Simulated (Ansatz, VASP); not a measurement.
# One calculation of SiNi3, two programs

```xyz
4
Lattice="3.4572 0.0000 0.0000 0.0000 3.4572 0.0000 0.0000 0.0000 3.4572" Properties=species:S:1:pos:R:3 pbc="T T T"
Si    0.0000    0.0000    0.0000
Ni    0.0000    1.7286    1.7286
Ni    1.7286    0.0000    1.7286
Ni    1.7286    1.7286    0.0000
```

Alike in both runs: functional PBE; k mesh 12 × 12 × 12; occupations gaussian, width 0.1 eV; no spin polarisation.

Ansatz relaxed the structure, and its values are those at the end. VASP's run is a single point on that final structure, the one shown.

|  | VASP | Ansatz |
| --- | --- | --- |
| version | VASP 6.6.1 | Ansatz 0.2.0 |
| potentials or method | VASP PAW PBE potentials, release 64 (Si, Ni) | scalar-relativistic, plane waves, PAW |
| plane-wave cutoff (eV) | 520 | 420 |
| valence electrons in the cell | 34 | 58 |

```tsv
	VASP	Ansatz	Ansatz less VASP
gap on the k mesh at the Fermi level (eV)	none	none	-
pressure (GPa)	9.9	10.0	+0.09
```

A gap of «none» marks a metal or a gap that the smearing closes. The two sets of potentials don't hold the same shells in valence.

Spin polarisation is off, so any magnetic state and its effect on volume and gap are missing.
